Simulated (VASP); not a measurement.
# Br (I4/mmm) in VASP: settings compared

Aim: see how the results for Br move with the level of theory and the settings. Levels: PBEsol, RPBE+D3(BJ). Tasks: single point.

All numbers are computed with VASP 6.6.1; they aren't measurements. Logs are shortened: lines on timing, memory, paths and dates and some standing lists are left out, and cuts for length are marked.

### Step 1. Starting point

The structure is tetragonal, space group I4/mmm (No. 139). The conventional cell has a = 2.847 Å, b = 2.847 Å, c = 7.155 Å, α = 90.00°, β = 90.00°, γ = 90.00°. Br (site symmetry 4/mmm) has 4 Br at 2.85 Å as nearest neighbours.

### Step 2. Single point, PBEsol, collinear spin, zero start (volume scaled by 0.8)

The input, INCAR:

```
SYSTEM = Br
PREC = Accurate
ENCUT = 520
EDIFF = 1E-7
ISMEAR = -1
SIGMA = 0.01
LREAL = .FALSE.
LASPH = .TRUE.
NELM = 150
ALGO = Normal
ISIF = 2
LWAVE = .FALSE.
LCHARG = .FALSE.
ISPIN = 2
MAGMOM = 0
LORBIT = 11
NUPDOWN = 0.0
GGA = PS
NBANDS = 14
```

The input, KPOINTS:

```
regular mesh
0
G
  13 13 13
  0 0 0
```

The input, POSCAR:

```
Br
1.0
   -1.3214526405      1.3214526405      3.3210729353
    1.3214526405     -1.3214526405      3.3210729353
    1.3214526405      1.3214526405     -3.3210729353
Br
1
Direct
    0.0000000000      0.0000000000      0.0000000000
```

Potentials or basis: VASP PAW PBE potentials, release 64 (Br).

Started as:

```console
$ cat potpaw_PBE.64/Br/POTCAR > POTCAR
$ mpirun -np 1 vasp_std > vasp.out
```

OUTCAR:

```text
SYSTEM = Br
   PREC = Accurate
   ENCUT = 520
   EDIFF = 1E-7
   ISMEAR = -1
   LREAL = .FALSE.
   LASPH = .TRUE.
   NELM = 150
   ISIF = 2
   ISPIN = 2
   LORBIT = 11
   NUPDOWN = 0.0
   GGA = PS

 ion  position               nearest neighbor table
   1  0.000  0.000  0.000-

  LATTYP: Found a body centered tetragonal cell.
 ALAT       =     2.6429052810
 C/A-ratio  =     2.5131986070

  Lattice vectors:

 A1 = (  -1.3214526405,   1.3214526405,   3.3210729353)
 A2 = (   1.3214526405,  -1.3214526405,   3.3210729353)
 A3 = (   1.3214526405,   1.3214526405,  -3.3210729353)

Analysis of symmetry for initial positions (statically):
=====================================================================
 Subroutine PRICEL returns:
 Original cell was already a primitive cell.

 Routine SETGRP: Setting up the symmetry group for a
 body centered tetragonal supercell.

 Subroutine GETGRP returns: Found 16 space group operations
 (whereof 16 operations were pure point group operations)
 out of a pool of 16 trial point group operations.

The static configuration has the point symmetry D_4h.

Analysis of symmetry for dynamics (positions and initial velocities):
=====================================================================
 Subroutine PRICEL returns:
 Original cell was already a primitive cell.

 Routine SETGRP: Setting up the symmetry group for a
 body centered tetragonal supercell.

 Subroutine GETGRP returns: Found 16 space group operations
 (whereof 16 operations were pure point group operations)
 out of a pool of 16 trial point group operations.

The dynamic configuration has the point symmetry D_4h.

Analysis of structural, dynamic, and magnetic symmetry:
=====================================================================
 Subroutine PRICEL returns:
 Original cell was already a primitive cell.

 Routine SETGRP: Setting up the symmetry group for a
 body centered tetragonal supercell.

 Subroutine GETGRP returns: Found 16 space group operations
 (whereof 16 operations were pure point group operations)
 out of a pool of 16 trial point group operations.

The overall configuration has the point symmetry D_4h.

 Subroutine INISYM returns: Found 16 space group operations
 (whereof 16 operations are pure point group operations),
 and found     1 'primitive' translations

----------------------------------------------------------------------------------------

                                     Primitive cell

  volume of cell :      23.1975

  direct lattice vectors                    reciprocal lattice vectors
    -1.321452640  1.321452640  3.321072935     0.000000000  0.378371487  0.150553755
     1.321452640 -1.321452640  3.321072935     0.378371487  0.000000000  0.150553755
     1.321452640  1.321452640 -3.321072935     0.378371487  0.378371487  0.000000000

  length of vectors
     3.810774148  3.810774148  3.810774148     0.407224035  0.407224035  0.535098088

  position of ions in fractional coordinates (direct lattice)
     0.000000000  0.000000000  0.000000000

  ion indices of the primitive-cell ions
   primitive index   ion index
                 1           1

----------------------------------------------------------------------------------------

 KPOINTS: regular mesh

Automatic generation of k-mesh.
 Grid dimensions read from file:
 generate k-points for:   13   13   13

 Generating k-lattice:

  Cartesian coordinates                     Fractional coordinates (reciprocal lattice)
     0.000000000  0.029105499  0.011581058     0.076923077  0.000000000  0.000000000
     0.029105499  0.000000000  0.011581058     0.000000000  0.076923077  0.000000000
     0.029105499  0.029105499  0.000000000     0.000000000  0.000000000  0.076923077

  Length of vectors
     0.031324926  0.031324926  0.041161391

  Shift w.r.t. Gamma in fractional coordinates (k-lattice)
     0.000000000  0.000000000  0.000000000

 Subroutine IBZKPT returns following result:
 ===========================================

 Found    196 irreducible k-points:

 Following reciprocal coordinates:
            Coordinates               Weight
  0.000000  0.000000  0.000000      1.000000
  0.076923  0.000000  0.000000      8.000000
  0.153846  0.000000  0.000000      8.000000
  0.230769  0.000000  0.000000      8.000000
  0.307692  0.000000  0.000000      8.000000
  0.384615  0.000000 -0.000000      8.000000
[... 16 lines left out ...]
  0.384615  0.153846  0.000000     16.000000
  0.461538  0.153846  0.000000     16.000000
 [... further k-points ...]
   k-points           NKPTS =    196   k-points in BZ     NKDIM =    196   number of bands    NBANDS=     14
   number of dos      NEDOS =    301   number of ions     NIONS =      1
   total plane-waves  NPLWV =  21952
   dimension x,y,z NGX =    28 NGY =   28 NGZ =   28
   dimension x,y,z NGXF=    56 NGYF=   56 NGZF=   56
   ions per type =               1
   NGX,Y,Z   is equivalent  to a cutoff of  12.22, 12.22, 12.22 a.u.
   NGXF,Y,Z  is equivalent  to a cutoff of  24.43, 24.43, 24.43 a.u.
 SYSTEM =  Br
   PREC   = accura    normal or accurate (medium, high low for compatibility)
   ISTART =      0    job   : 0-new  1-cont  2-samecut
   ICHARG =      2    charge: 1-file 2-atom 10-const
   ISPIN  =      2    spin polarized calculation?
   LNONCOLLINEAR =      F non collinear calculations
   LSORBIT =      F    spin-orbit coupling
   LASPH  =      T    aspherical Exc in radial PAW
   ENCUT  =  520.0 eV  38.22 Ry    6.18 a.u.   7.09  7.09  7.09*2*pi/ulx,y,z
   NELM   =    150;   NELMIN=  2; NELMDL= -5     # of ELM steps
   EDIFF  = 0.1E-06   stopping-criterion for ELM
   LREAL  =      F    real-space projection
   EDIFFG = 0.1E-05   stopping-criterion for IOM
   NSW    =      0    number of steps for IOM
   IBRION =     -1    ionic relax: 0-MD 1-quasi-New 2-CG
   NFREE  =      0    steps in history (QN), initial steepest desc. (CG)
   ISIF   =      2    stress and relaxation
   ISYM   =      2    0-nonsym 1-usesym 2-fastsym
   POTIM  = 0.5000    time-step for ionic-motion
   TEBEG  =    0.0;   TEEND  =   0.0 temperature during run
   PSTRESS=    0.0 pullay stress
   NELECT =       7.0000    total number of electrons
   NUPDOWN=       0.0000    fix difference up-down
   EMIN   =  10.00;   EMAX   =-10.00  energy-range for DOS
   EFERMI =   0.00;   METHOD = LEGACY
   ISMEAR =    -1;   SIGMA  =   0.01  broadening in eV -4-tet -1-fermi 0-gaus
   EFERMI_NEDOS =   21; number of points for ismear=-14 and -15
   IALGO  =     38    algorithm
   IMIX   =      4    mixing-type and parameters
     AMIX     =   0.40;   BMIX     =  1.00
     AMIX_MAG =   1.60;   BMIX_MAG =  1.00
  volume/ion in A,a.u.               =      23.20       156.54
  Fermi-wavevector in a.u.,A,eV,Ry     =   1.098062  2.075037 16.405099  1.205741
  Thomas-Fermi vector in A             =   2.234433
   LORBIT       =     11    0 simple, 1 ext, 2 COOP (PROOUT), +10 PAW based schemes
   GGA     = PS    functional components
   LHFCALC =     F    Hartree Fock is set to
   AEXX    =    0.0000 exact exchange contribution
   IVDW    =     0    specifies the selected vdW correction
   LEPSILON=     F    determine dielectric tensor
   LRPA    =     F    only Hartree local field effects (RPA)
 spin polarized calculation
  energy-cutoff  :      520.00
  volume of cell :       23.20
 maximum number of plane-waves:       638
   NGX = 15   NGY = 15   NGZ = 15

 number of electron       6.9999999 magnetization       0.0000000

 number of electron       6.9999999 magnetization      -0.0000000

 Free energy of the ion-electron system (eV)
  ---------------------------------------------------
  ext. energy  EPLUGINS =         0.00000000
  ---------------------------------------------------
  free energy    TOTEN  =        -1.54883882 eV

  energy without entropy =       -1.54852878  energy(sigma->0) =       -1.54868380

 E-fermi :   4.2241     XC(G=0):  -9.8794

 val. band max:        4.2234468638   @ k =  -0.3846  -0.4615   0.3846
 cond. band min:       4.2353686162   @ k =  -0.3077   0.3846   0.1538
 fundamental gap:      0.0119217523
 Fermi energy:         4.2240811537

 spin component 1

 k-point     1 :       0.0000    0.0000    0.0000
  band No.  band energies     occupation
      1     -14.1667      1.00000
      2       0.7943      1.00000
      3       5.4179      0.00000
      4       5.4179      0.00000
      5       8.5898      0.00000
      6      13.3447      0.00000
      7      14.9603      0.00000
      8      20.3910      0.00000
      9      20.3910      0.00000
     10      20.9705      0.00000
     11      23.0035      0.00000
     12      28.6980      0.00000
     13      32.9885      0.00000
     14      32.9885      0.00000
[... 375 lines left out ...]
 k-point    24 :       0.4615    0.1538    0.0000
  band No.  band energies     occupation
      1     -11.2101      1.00000
      2      -3.4517      1.00000
      3       1.4060      1.00000
      4       4.2540      0.04776
      5       9.8329      0.00000
      6      14.4565      0.00000
      7      17.5609      0.00000
      8      19.0450      0.00000
      9      20.7189      0.00000
     10      22.0068      0.00000
     11      25.4499      0.00000
     12      27.2074      0.00000
     13      31.1096      0.00000
     14      32.8088      0.00000

 [... further k-points ...]

 spin component 2

 k-point     1 :       0.0000    0.0000    0.0000
  band No.  band energies     occupation
      1     -14.1667      1.00000
      2       0.7943      1.00000
      3       5.4179      0.00000
      4       5.4179      0.00000
      5       8.5898      0.00000
      6      13.3447      0.00000
      7      14.9603      0.00000
      8      20.3910      0.00000
      9      20.3910      0.00000
     10      20.9705      0.00000
     11      23.0035      0.00000
     12      28.6980      0.00000
     13      32.9885      0.00000
     14      32.9885      0.00000
[... 375 lines left out ...]
 k-point    24 :       0.4615    0.1538    0.0000
  band No.  band energies     occupation
      1     -11.2101      1.00000
      2      -3.4517      1.00000
      3       1.4060      1.00000
      4       4.2540      0.04776
      5       9.8329      0.00000
      6      14.4565      0.00000
      7      17.5609      0.00000
      8      19.0450      0.00000
      9      20.7189      0.00000
     10      22.0068      0.00000
     11      25.4498      0.00000
     12      27.2074      0.00000
     13      31.1096      0.00000
     14      32.8088      0.00000

 [... further k-points ...]
[... 5 lines left out ...]
  --------------------------------------------------------------------------------------
  -------------------------------------------------------------------------------------
  Total        2.5741130      2.5741130      0.2917480      0.0000000      0.0000000      0.0000000
  in kB      177.7855959    177.7855959     20.1500842      0.0000000      0.0000000      0.0000000
  external PRESSURE =     125.2404253 kB  Pullay stress =       0.0000000 kB

 VOLUME and BASIS-vectors are now :
 -----------------------------------------------------------------------------
  energy-cutoff  :      520.00
  volume of cell :       23.20
      direct lattice vectors                 reciprocal lattice vectors
    -1.321452640  1.321452640  3.321072935     0.000000000  0.378371487  0.150553755
     1.321452640 -1.321452640  3.321072935     0.378371487  0.000000000  0.150553755
     1.321452640  1.321452640 -3.321072935     0.378371487  0.378371487  0.000000000

 POSITION                                       TOTAL-FORCE (eV/Angst)
 -----------------------------------------------------------------------------------
      0.00000      0.00000      0.00000         0.000000     -0.000000     -0.000000
 -----------------------------------------------------------------------------------
    total drift:                               -0.000000      0.000000     -0.000000

  FREE ENERGIE OF THE ION-ELECTRON SYSTEM (eV)
  ---------------------------------------------------
  free  energy   TOTEN  =        -1.5488388231 eV

  energy  without entropy=       -1.5485287825  energy(sigma->0) =       -1.54868380

 total charge

# of ion       s       p       d       tot
------------------------------------------
    1        1.659   3.048   0.063   4.770

 magnetization (x)

# of ion       s       p       d       tot
------------------------------------------
    1        0.000   0.000   0.000   0.000
```

It took 71 s on 1 thread of AMD EPYC 9R45 (Zen 5), shared host; peak memory 0.19 GiB.

What came out:

- Free energy: -1.5488 eV
- Pressure: 12.5 GPa
- Net moment: 0.00 μB per cell
- Valence electrons inside the program's atomic spheres: Br 4.77

Caveat: the PAW data sets were made with another functional, which shifts forces and pressure a little; the total moment is fixed, so each spin has its own Fermi level.

### Step 3. Single point, PBEsol

The input, INCAR:

```
SYSTEM = Br
PREC = Accurate
ENCUT = 520
EDIFF = 1E-7
ISMEAR = 0
SIGMA = 0.05
LREAL = .False.
LASPH = .True.
NELM = 100
ALGO = Normal
ISIF = 2
LWAVE = .False.
LCHARG = .True.
GGA = PS
LELF = .True.
LVHAR = .True.
NBANDS = 10
```

The input, KPOINTS:

```
regular mesh
0
Gamma
  11 11 11
  0 0 0
```

The input, POSCAR:

```
Br
1.0
   -1.4234917050      1.4234917050      3.5775173700
    1.4234917050     -1.4234917050      3.5775173700
    1.4234917050      1.4234917050     -3.5775173700
Br
1
Direct
    0.0000000000      0.0000000000      0.0000000000
```

Potentials or basis: VASP PAW PBE potentials, release 64 (Br).

Started as:

```console
$ cat potpaw_PBE.64/Br/POTCAR > POTCAR
$ mpirun -np 1 vasp_std > vasp.out
```

Run time: 45 s. Hardware: 1 thread of Intel Xeon Platinum 8375C at 2.90GHz (Ice Lake), shared host; peak memory 0.18 GiB.

The run converged. Its results:

```
Free energy            : -1.7122 eV
Pressure               : -1.1 GPa
Band gap on the k mesh : none (metal or under the smearing width)
```

Stress tensor (GPa, compression positive):
```
-1.71  0.00  0.00
 0.00 -1.71  0.00
 0.00  0.00  0.05
```

Levels at points of the mesh, in eV from the Fermi level:
| k point | band 1 | band 2 | band 3 | band 4 | band 5 | band 6 | band 7 |
| --- | --- | --- | --- | --- | --- | --- | --- |
| (0.00, 0.00, 0.00) | -16.35 | -2.36 | 0.88 | 0.88 | 5.17 | 9.71 | 10.12 |

Caveat: the PAW data sets were made with another functional, which shifts forces and pressure a little; an odd number of electrons without spin polarisation forces a metal; a magnetic or distorted state may lie lower.

### Step 4. Single point, RPBE+D3(BJ), non-collinear spin, zero start, spin-orbit coupling

The input, INCAR:

```
SYSTEM = Br
PREC = Accurate
ENCUT = 520
EDIFF = 1E-6
ISMEAR = -1
SIGMA = 0.15
LREAL = .False.
LASPH = .True.
NELM = 150
ALGO = Normal
ISIF = 2
LWAVE = .False.
LCHARG = .False.
MAGMOM = 0 0 0
LORBIT = 11
LSORBIT = .True.
GGA_COMPAT = .False.
LORBMOM = .True.
GGA = RP
IVDW = 12
NBANDS = 18
```

The input, KPOINTS:

```
Automatic mesh
0
Gamma
  13 13 13
  0 0 0
```

POSCAR is that of step 3.

Potentials or basis: VASP PAW PBE potentials, release 64 (Br).

Started as:

```console
$ cat potpaw_PBE.64/Br/POTCAR > POTCAR
$ mpirun -np 1 vasp_ncl > vasp.out
```

OUTCAR:

```text
SYSTEM = Br
   PREC = Accurate
   ENCUT = 520
   EDIFF = 1E-6
   ISMEAR = -1
   LREAL = .False.
   LASPH = .True.
   NELM = 150
   ISIF = 2
   LORBIT = 11
   LSORBIT = .True.
   GGA = RP
   IVDW = 12
 IVDW          = 12

 ion  position               nearest neighbor table
   1  0.000  0.000  0.000-

  LATTYP: Found a body centered tetragonal cell.
 ALAT       =     2.8469834100
 C/A-ratio  =     2.5131986069

  Lattice vectors:

 A1 = (  -1.4234917050,   1.4234917050,   3.5775173700)
 A2 = (   1.4234917050,  -1.4234917050,   3.5775173700)
 A3 = (   1.4234917050,   1.4234917050,  -3.5775173700)

Analysis of symmetry for initial positions (statically):
=====================================================================
 Subroutine PRICEL returns:
 Original cell was already a primitive cell.

 Routine SETGRP: Setting up the symmetry group for a
 body centered tetragonal supercell.

 Subroutine GETGRP returns: Found 16 space group operations
 (whereof 16 operations were pure point group operations)
 out of a pool of 16 trial point group operations.

The static configuration has the point symmetry D_4h.

Analysis of symmetry for dynamics (positions and initial velocities):
=====================================================================
 Subroutine PRICEL returns:
 Original cell was already a primitive cell.

 Routine SETGRP: Setting up the symmetry group for a
[... 715 lines left out ...]
  energy  without entropy=       -1.9659890447  energy(sigma->0) =       -1.98533192

 orbital moment (x)

 # of ion     p       d       tot
 ----------------------------------------
  1        -0.000   0.000  -0.000
 ----------------------------------------
           -0.000   0.000  -0.000

 orbital moment (y)

 # of ion     p       d       tot
 ----------------------------------------
  1         0.000   0.000   0.000
 ----------------------------------------
            0.000   0.000   0.000

 orbital moment (z)

 # of ion     p       d       tot
 ----------------------------------------
  1         0.000   0.000   0.000
 ----------------------------------------
            0.000   0.000   0.000

 Spin-Orbit-Coupling matrix elements

 Ion:    1  E_soc:     -0.0765358
 l=   1
     0.0000000    -0.0118572    -0.0145326
    -0.0118572     0.0000000    -0.0118572
    -0.0145326    -0.0118572     0.0000000
 l=   2
     0.0000000     0.0000011     0.0000000     0.0000011    -0.0000082
     0.0000011     0.0000000    -0.0000036    -0.0000001    -0.0000038
     0.0000000    -0.0000036     0.0000000    -0.0000036     0.0000000
     0.0000011    -0.0000001    -0.0000036     0.0000000    -0.0000038
    -0.0000082    -0.0000038     0.0000000    -0.0000038     0.0000000
 l=   3
     0.0000000     0.0000000     0.0000000     0.0000000     0.0000000     0.0000000     0.0000000
     0.0000000     0.0000000     0.0000000     0.0000000     0.0000000     0.0000000     0.0000000
     0.0000000     0.0000000     0.0000000     0.0000000     0.0000000     0.0000000     0.0000000
     0.0000000     0.0000000     0.0000000     0.0000000     0.0000000     0.0000000     0.0000000
     0.0000000     0.0000000     0.0000000     0.0000000     0.0000000     0.0000000     0.0000000
     0.0000000     0.0000000     0.0000000     0.0000000     0.0000000     0.0000000     0.0000000
     0.0000000     0.0000000     0.0000000     0.0000000     0.0000000     0.0000000     0.0000000

 total charge

# of ion       s       p       d       tot
------------------------------------------
    1        1.654   3.044   0.030   4.729

 magnetization (x)

# of ion       s       p       d       tot
------------------------------------------
    1        0.000  -0.000   0.000  -0.000

 magnetization (y)

# of ion       s       p       d       tot
------------------------------------------
    1        0.000  -0.000   0.000  -0.000

 magnetization (z)

# of ion       s       p       d       tot
------------------------------------------
    1        0.000  -0.000  -0.000  -0.000
```

Wall time 2.3 min (1 thread of Intel Xeon Platinum 8488C (Sapphire Rapids), shared host); peak memory 0.39 GiB.

Results:

```
Free energy                                           : -2.0047 eV
Pressure                                              : -3.3 GPa
Net moment                                            : 0.00 μB per cell
Valence electrons inside the program's atomic spheres : Br 4.73
Dispersion energy per atom                            : -0.810 eV
```

Stress tensor (GPa, compression positive):
```
-4.17  0.00  0.00
 0.00 -4.17  0.00
 0.00  0.00 -1.42
```

Moments on the atoms (μB; x, y, z):
```
Br  0.00 0.00 0.00
```

Caveat: the PAW data sets were made with another functional, which shifts forces and pressure a little.

### Step 5. Summary

```tsv
level	spin	fixed moment (μB)	cell	k mesh	smearing	pressure (GPa)	moment (μB)
PBEsol	collinear, zero start	0.0	volume scaled by 0.8	13 × 13 × 13	fermi-dirac 0.01 eV	12.5	0.00
PBEsol	off	-	as given	11 × 11 × 11	gaussian 0.05 eV	-1.1	-
RPBE+D3(BJ)	non-collinear, zero start, SOC	-	as given	13 × 13 × 13	fermi-dirac 0.15 eV	-3.3	0.00
```

Alike in all rows: task single point; potentials or basis VASP PAW PBE potentials, release 64 (Br); cutoff (eV) 520.

Caveats: the PAW data sets were made with another functional, which shifts forces and pressure a little; the total moment is fixed, so each spin has its own Fermi level (some runs); an odd number of electrons without spin polarisation forces a metal (some runs); a magnetic or distorted state may lie lower (some runs).

Absolute energies hang on the potentials; compare differences alone.
